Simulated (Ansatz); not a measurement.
**CdO (Monteponite) under changes of volume**

One of the cells (12.970 Å³/atom); the others are scaled copies at fixed shape and fractional positions:

```
Cd O
1.0
     0.00000    2.34950    2.34950
     2.34950    0.00000    2.34950
     2.34950    2.34950    0.00000
Cd O
1 1
Direct
  0.00000 0.00000 0.00000
  0.50000 0.50000 0.50000
```

| Quantity | Value |
| --- | --- |
| Program | Ansatz 0.2.0 |
| Functional | PBE |
| Dispersion | D4 |
| Potentials or basis | Ansatz PAW |
| Cutoff | 420 eV (not typed: the program's choice for these potentials) |
| k mesh | 10 × 10 × 10 |
| Occupations | fermi-dirac, width 0.05 eV |
| Spin | no spin polarisation |

| volume (Å³/atom) | energy over the lowest point (meV/atom) | pressure (GPa) |
| --- | --- | --- |
| 12.191 | 37.84 | 13.0 |
| 12.451 | ? | ? |
| 12.710 | 8.22 | 5.6 |
| 12.970 | 1.71 | 2.5 |
| 13.229 | 0.00 | -0.3 |
| 13.488 | 2.48 | -2.8 |
| 13.748 | 8.82 | -5.0 |

What does the run at 12.451 Å³/atom give?

Energy over the lowest point 20.06 meV/atom; pressure 9.1 GPa.

Worked out: A Birch-Murnaghan fit of order 3 (a polynomial in V^(-2/3)) to the other rows has its minimum at 13.20 Å³/atom with B0 = V·E''(V) = 135 GPa and B' = 4.7. It gives 20.02 meV/atom at 12.451 Å³/atom, against the run's 20.06, and -dE/dV = 9.1 GPa, against 9.1.

Energies are extrapolated to zero smearing.

Caveats: pairwise dispersion overbinds metals, which lowers pressure and volume.
